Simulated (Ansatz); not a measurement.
TiO2, DFT, PBE, all-electron LAPW, scalar-relativistic (Ansatz 0.2.0), run on 1 thread of Intel(R) Xeon(R) Platinum 8259CL CPU @ 2.50GHz (Skylake/Cascade Lake) on a shared host.

The structure comes from a relaxation in the same program, started in the CdI2 type, and has space group P-3m1. Whether it is a known phase or the ground state wasn't checked.

Command: `ansatz run input.yaml --threads 1 --pin off --max-ram 3072MiB --backend cpu --events-out ev --progress --plain --runs-dir out`

```yaml
crystal:
  lattice:
    - [2.9893869978, 0.0, 0.0]
    - [-1.494693499, 2.5888850819, 0.0]
    - [0.0, 0.0, 5.493151158]
  atoms:
    - { symbol: Ti, position: [0.0, 0.0, 0.0] }
    - { symbol: O, position: [0.3333333333, 0.6666666667, 0.1756580322] }
    - { symbol: O, position: [0.6666666667, 0.3333333333, 0.8243419678] }
kpoints:
  mp_grid: { grid: [13, 13, 7] }
  band_path:
    path:
      - [0.0, 0.0, 0.0]
      - [0.5, 0.0, 0.0]
      - [0.3333333333, 0.3333333333, 0.0]
      - [0.0, 0.0, 0.0]
      - [0.0, 0.0, 0.5]
      - [0.5, 0.0, 0.5]
      - [0.3333333333, 0.3333333333, 0.5]
      - [0.0, 0.0, 0.5]
      - [0.5, 0.0, 0.5]
    npoints: 14
scf:
  occupations: { method: fermi_dirac, width: 0.05 }
hamiltonian:
  xc: pbe
  pseudopotentials: { kind: all_electron, lapw: { basis_error: 0.001 } }
output:
  forces: true
  stress: true
  eigenvalues: true
  populations: true
  dos: { projected: true, de: 0.2, e_range: [-14, 8] }
```

Task: How large is the problem that the program sets up?

Result: 126 irreducible k-points, 749 plane waves at Γ, 22 bands.

Task: About how long does it take, and how much memory does it use?

Result: 75 s of wall time for 10 SCF iterations, with a peak of 0.72 GiB. Times on shared machines scatter by tens of per cent.

Task: And the same cell and mesh by PAW with the default files, asked for forces, stress, eigenvalues, efg, populations, bader, dos, write_density, write_potential, elf and the same band path, on the same hardware?

Result: 44 s, peak memory 0.47 GiB.

Task: And the same cell and mesh by all-electron PAW (datasets made for this crystal), asked for forces, stress, eigenvalues, efg and the same band path, on the same hardware?

Result: 38 s, peak memory 0.75 GiB.
